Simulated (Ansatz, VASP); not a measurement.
SiC: VASP beside Ansatz

File POSCAR:

```
SiC
1.0
    0.0000000000      2.1740000000      2.1740000000
    2.1740000000      0.0000000000      2.1740000000
    2.1740000000      2.1740000000      0.0000000000
Si C
1 1
Direct
    0.0000000000      0.0000000000      0.0000000000
    0.7500000000      0.7500000000      0.7500000000
```

INCAR.step1

```
SYSTEM = SiC
  PREC = Accurate
  ENCUT = 600
  ISMEAR = 0
  SIGMA = 0.02
  LREAL = .FALSE.
  LASPH = .TRUE.
  NELM = 100
  GGA = PE
  ALGO = Normal
  EDIFF = 1E-4
  LWAVE = .TRUE.
  LCHARG = .FALSE.
```

File INCAR.step2:

```
SYSTEM = SiC
  PREC = Accurate
  ENCUT = 600
  EDIFF = 1E-6
  ISMEAR = 0
  SIGMA = 0.02
  LREAL = .FALSE.
  LASPH = .TRUE.
  NELM = 100
  ALGO = Normal
  ISIF = 3
  LWAVE = .FALSE.
  LCHARG = .FALSE.
  METAGGA = R2SCAN
  LMIXTAU = .TRUE.
  IBRION = 2
  NSW = 100
  EDIFFG = -0.005
  ISTART = 1
```

File KPOINTS:

```
Automatic mesh
0
G
  12 12 12
  0 0 0
```

Input for Ansatz:

```yaml
crystal:
  lattice:
    - [0.0, 2.174, 2.174]
    - [2.174, 0.0, 2.174]
    - [2.174, 2.174, 0.0]
  atoms:
    - { symbol: Si, position: [0.0, 0.0, 0.0] }
    - { symbol: C, position: [0.75, 0.75, 0.75] }
basis:
  ecutwfc: 500
kpoints:
  mp_grid: { grid: [12, 12, 12] }
hamiltonian:
  xc: r2scan
scf:
  occupations: { method: gaussian, width: 0.02 }
output:
  forces: true
  stress: true
  eigenvalues: true
relax:
  adjacent_minimum: "off"
  f_tol: 0.005
  max_steps: 80
  cell: { stress_tol: 0.05 }
```

Alike in both runs: task relaxation of cell and atoms; functional r2SCAN; k mesh 12 × 12 × 12; occupations gaussian, width 0.02 eV; no spin polarisation.

|  | VASP | Ansatz |
| --- | --- | --- |
| version | VASP 6.6.1 | Ansatz 0.2.0 |
| potentials or method | VASP PAW PBE potentials, release 64 (Si, C) | scalar-relativistic, plane waves, PAW |
| plane-wave cutoff (eV) | 600 | 500 |
| valence electrons in the cell | 8 | 8 |

Ansatz gave:

```
gap on the k mesh at the Fermi level, each at its own relaxed structure (eV) : 1.71
relaxed volume (Å³/atom)                                                     : 10.33
relaxed cell length with the largest relative difference (Å)                 : 3.080
```

Estimate VASP's values.

gap on the k mesh at the Fermi level, each at its own relaxed structure (eV): 1.72; relaxed volume (Å³/atom): 10.32; relaxed cell length with the largest relative difference (Å): 3.079.

Caveats: the PAW data sets were made with another functional, which shifts forces and pressure a little (VASP). Zero-point motion and thermal expansion aren't in these numbers. A k mesh can miss the band edges.
